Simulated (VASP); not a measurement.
**Sb: relaxation of cell and atoms with PBE**

Crystal: Sb.

```
Sb
1.0
     2.17982    1.25852    3.76042
    -2.17982    1.25852    3.76042
     0.00000   -2.51703    3.76042
Sb
2
Direct
  0.23446 0.23446 0.23446
  0.76554 0.76554 0.76554
```

```
Program                : VASP 6.6.1
Task                   : relaxation of cell and atoms
Functional             : PBE
Potentials or basis    : VASP PAW PBE potentials, release 64 (Sb)
Cutoff                 : 600 eV
k mesh                 : 10 × 10 × 10
Occupations            : methfessel-paxton, width 0.1 eV
Spin                   : no spin polarisation
Target pressure        : 1 GPa
Further INCAR settings : ALGO = Normal; EDIFF = 1e-07; IBRION = 2; EDIFFG = -0.005; NSW = 90; ISIF = 3
Target pressure        : 1 GPa
```

```yaml
Relaxed_volume: 30.91 Å³/atom
Relaxed_cell: a = 4.523 Å, b = 4.523 Å, c = 4.523 Å, α = 57.59°, β = 57.59°, γ = 57.59°
Space_group_after_relaxing_to_0.05_Å: R-3m (No. 166)
Energy_change_on_relaxing_the_enthalpy_is_what_falls: +0.3 meV/atom
Ionic_steps: 5
Pressure_after_relaxing: 1.0 GPa
Band_gap_on_the_k_mesh: none (metal or under the smearing width)
```

Forces on the atoms (eV/Å):
```
Sb   0.000  0.000  0.003
Sb   0.000  0.000 -0.003
```

The path:
```tsv
step	energy change (eV)	largest force (eV/Å)	pressure (GPa)	volume (Å³)
1	0.0000	0.0079	0.96	61.90
2	0.0004	0.0087	1.01	61.83
3	0.0004	0.0088	1.01	61.83
4	0.0005	0.0089	1.02	61.82
5	0.0005	0.0027	1.01	61.81
```

Final structure:
```
CELL_PARAMETERS angstrom
2.17866 1.25785 3.75917
-2.17866 1.25785 3.75917
0.00000 -2.51570 3.75917
ATOMIC_POSITIONS crystal
Sb 0.23457 0.23457 0.23457
Sb 0.76543 0.76543 0.76543
```

Levels at points of the mesh, in eV from the Fermi level:
```tsv
k point	band 1	band 2	band 3	band 4	band 5	band 6	band 7	band 8	band 9
(0.00, 0.00, 0.00)	-12.47	-4.87	-1.92	-1.72	-1.72	2.19	2.73	2.73	5.08
(0.50, 0.00, 0.00)	-10.17	-9.50	-1.77	-1.63	-0.25	-0.17	0.25	0.48	7.69
(0.50, 0.50, 0.00)	-10.19	-7.88	-5.29	-3.59	-3.53	1.69	4.88	5.39	6.80
(0.50, 0.50, 0.50)	-10.91	-8.88	-1.22	-1.22	-0.48	0.12	0.12	1.04	7.11
```

Wall time 49 s on 2 MPI ranks on AMD EPYC 9R45 (Zen 5), with other jobs on the host, peak memory 0.22 GiB a rank.

Caveat: the cell is relaxed towards a set pressure, so the enthalpy falls and the energy may rise. The run has no spin-orbit coupling, so splittings on Sb are missing.
